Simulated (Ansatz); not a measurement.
TiPbO₃ in Ansatz, relaxation

Run with:

```bash
ansatz run input.yaml --threads 2 --pin off --max-ram 4096MiB --backend cpu --events-out ev --progress --plain --runs-dir out
```

input.yaml:

```yaml
crystal:
  lattice:
    - [3.87611566, 3.87611566, 0.0]
    - [0.0, 3.87611566, 4.12526215]
    - [3.87611566, 0.0, 4.12526215]
  atoms:
    - { symbol: Ti, position: [0.48315, 0.51685, 0.51685] }
    - { symbol: Ti, position: [0.98315, 0.01685, 0.01685] }
    - { symbol: Pb, position: [0.25, 0.25, 0.25] }
    - { symbol: Pb, position: [0.75, 0.75, 0.75] }
    - { symbol: O, position: [0.1956, 0.8044, 0.8044] }
    - { symbol: O, position: [0.6956, 0.3044, 0.3044] }
    - { symbol: O, position: [0.19385, 0.80615, 0.30615] }
    - { symbol: O, position: [0.69385, 0.30615, 0.80615] }
    - { symbol: O, position: [0.19385, 0.30615, 0.80615] }
    - { symbol: O, position: [0.69385, 0.80615, 0.30615] }
kpoints:
  mp_grid: { grid: [5, 5, 5], shift: [0, 0, 0] }
magnetization:
  spin_polarized: true
scf:
  occupations: { method: fermi_dirac }
  lower_state_search: "off"
hamiltonian:
  pseudopotentials: { kind: paw }
  xc: pbe
  hubbard:
    projectors: all-electron-ortho-atomic
    sites: [{ species: Ti, l: d, u_eff: 6.83 }]
basis:
  ecutwfc: 420
  fft_grid_basis: typed
relax:
  max_steps: 60
  cell: { p_target: 20.0 }
  f_tol: 0.03
output:
  forces: true
  stress: true
  eigenvalues: true
  bader: true
  populations: true
  elf: true
  write_potential: true
  volumetric_format: npy
  dos:
    e_range: [-12, 8]
    de: 0.05
    projected: { site_lists: { O: [O], Pb: [Pb], Ti: [Ti] } }
checkpoint:
  read: saved_state
```

Origin of the cell: a database entry, scaled a little.

The smearing width isn't typed, so it takes its default of 0.1 eV.

The saved state is a converged single point of the same cell.

Steps («new basis» is an SCF on plane waves selected anew at the same cell):

```json
{"step": "1", "ΔH (meV/atom)": "0.0", "max force component (eV/Å)": "1.305", "P (GPa)": "11.43", "volume (Å³)": "123.96", "SCF iterations": "7", "step was": "accepted"}
{"step": "2", "ΔH (meV/atom)": "-24.6", "max force component (eV/Å)": "1.934", "P (GPa)": "26.78", "volume (Å³)": "113.55", "SCF iterations": "7", "step was": "accepted"}
{"step": "3", "ΔH (meV/atom)": "-36.8", "max force component (eV/Å)": "1.148", "P (GPa)": "20.60", "volume (Å³)": "116.95", "SCF iterations": "7", "step was": "accepted"}
{"step": "4", "ΔH (meV/atom)": "-59.7", "max force component (eV/Å)": "0.212", "P (GPa)": "21.27", "volume (Å³)": "114.67", "SCF iterations": "7", "step was": "accepted"}
{"step": "5", "ΔH (meV/atom)": "-60.3", "max force component (eV/Å)": "0.030", "P (GPa)": "19.58", "volume (Å³)": "115.39", "SCF iterations": "5", "step was": "accepted"}
{"step": "6", "ΔH (meV/atom)": "-60.4", "max force component (eV/Å)": "0.001", "P (GPa)": "20.00", "volume (Å³)": "115.19", "SCF iterations": "5", "step was": "accepted"}
{"step": "7", "ΔH (meV/atom)": "-58.5", "max force component (eV/Å)": "0.001", "P (GPa)": "19.70", "volume (Å³)": "115.19", "SCF iterations": "8", "step was": "new basis"}
{"step": "8", "ΔH (meV/atom)": "-58.6", "max force component (eV/Å)": "0.000", "P (GPa)": "20.01", "volume (Å³)": "115.05", "SCF iterations": "4", "step was": "accepted"}
{"step": "9", "ΔH (meV/atom)": "-58.5", "max force component (eV/Å)": "0.000", "P (GPa)": "20.00", "volume (Å³)": "115.05", "SCF iterations": "6", "step was": "new basis"}
```

The starting structure.

Space group P4mm (No. 99); the run's cell has a = 5.482 Å, b = 5.661 Å, c = 5.661 Å, α = 57.92°, β = 61.04°, γ = 61.04°. Shortest distances: O–Ti 1.75 Å, O–Pb 2.51 Å, O–O 2.74 Å, Pb–Ti 3.35 Å.

After:

Space group Pm-3m (No. 221); the run's cell has a = 5.459 Å, b = 5.459 Å, c = 5.459 Å, α = 60.00°, β = 60.00°, γ = 60.00°. Shortest distances: O–Ti 1.93 Å, O–Pb 2.73 Å, O–O 2.73 Å, Pb–Ti 3.34 Å.

```yaml
crystal:
  lattice:
    - [3.86033, 3.86033, 0.00000]
    - [0.00000, 3.86033, 3.86031]
    - [3.86033, 0.00000, 3.86031]
  atoms:
    - { symbol: Ti, position: [0.46334, 0.53666, 0.53666] }
    - { symbol: Ti, position: [0.96334, 0.03666, 0.03666] }
    - { symbol: Pb, position: [0.21345, 0.28655, 0.28655] }
    - { symbol: Pb, position: [0.71345, 0.78655, 0.78655] }
    - { symbol: O, position: [0.21327, 0.78673, 0.78673] }
    - { symbol: O, position: [0.71327, 0.28673, 0.28673] }
    - { symbol: O, position: [0.21319, 0.78681, 0.28681] }
    - { symbol: O, position: [0.71319, 0.28681, 0.78681] }
    - { symbol: O, position: [0.21319, 0.28681, 0.78681] }
    - { symbol: O, position: [0.71319, 0.78681, 0.28681] }
```

| Item | Value |
| --- | --- |
| Enthalpy lowered by | 58.5 meV/atom |
| Volume change | -7.18 % |
| Final pressure | 20.00 GPa |
| Relaxation steps listed | 9 |

Caveats: no spin-orbit coupling, though heavy elements are present; spin is on but no moment was typed; the relaxation held the start's symmetry, so the end may be a saddle point.

Time: 2.3 min on 2 threads of Arm Neoverse V1, with other jobs on the host, peak memory 0.6 GiB, from a saved density.
